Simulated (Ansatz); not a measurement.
Computed with DFT PBE, scalar-relativistic, plane waves, PAW (Ansatz 0.2.0). All cells share a 420 eV cutoff and Γ-centred k meshes spaced at most about 0.3 Å⁻¹ (about 0.25 or finer for metals, 2π included). No spin polarisation.

These are static total energies at zero pressure.

Two forms of BeSe2 were relaxed alike.

A.

```
Be Se
1.0
     3.69403    0.00000    0.00000
     0.00000    3.69403    0.00000
     0.00000    0.00000   11.47212
Be Se
2 4
Direct
  0.50000 0.50000 0.00000
  0.00000 0.00000 0.00000
  0.50000 0.00000 0.88383
  0.00000 0.50000 0.11617
  0.50000 0.50000 0.50000
  0.00000 0.00000 0.50000
```

B.

```
Be Se
1.0
    -2.07657    4.55897    3.12987
     2.07657   -4.55897    3.12987
     2.07657    4.55897   -3.12987
Be Se
2 4
Cartesian
  0.0000 0.0000 1.5649
  0.0000 0.0000 4.6948
  1.3258 0.9974 0.0000
  0.7508 5.5564 0.0000
  1.3258 -0.9974 3.1299
  0.7508 3.5616 3.1299
```

Question: Which would you expect to be lower, and how large is the difference?

Answer: A is lower, by 30 meV/atom. A has space group P4/nmm (No. 129), 26.1 Å³/atom and no gap on its mesh; B has space group Ibam (No. 72), 19.8 Å³/atom and a gap of 0.69 eV. Counting Se atoms around Be (those within 1.25 times the shortest such distance or 1.15 times the sum of covalent radii), A and B both have Be 4. A holds Se–Se nets (shortest 2.61 Å); B holds Se–Se pairs (shortest 2.50 Å). Both come from invented guesses.

No dispersion correction is applied, so the spacing and binding between layers, chains or molecules are poorly described (P4/nmm, Ibam), and this can change margins and order among such cells. Kohn–Sham gaps at this level usually fall short of measured ones. Cells relaxed within their symmetry can be saddle points.

The small energy difference separates two distinct ways of placing the electrons. A is in effect already segregated: neutral BeSe layers, with Be²⁺ and Se²⁻, alternate with square nets of formally elemental Se. B is a true diselenide, Be²⁺(Se₂)²⁻, in which Se–Se pairs tie chains of edge-sharing BeSe₄ tetrahedra into sheets. Its electron-precise count accounts for the gap, though at 2.50 Å the pair bond is stretched for a Se–Se single bond, which probably costs B energy. Small, strongly polarising Be²⁺ also tends to favour Se²⁻ over the more diffuse diselenide ion.

The missing gap in A fits the roughly half-filled in-plane p bands of a neutral Se net. Such a net is prone to a Peierls-type distortion towards the two-coordinate chains of elemental selenium, which would probably lower A further. Compression should instead favour the denser B. A's lead hints at a tendency to separate into BeSe and Se, but neither form has been compared with those bulk phases.
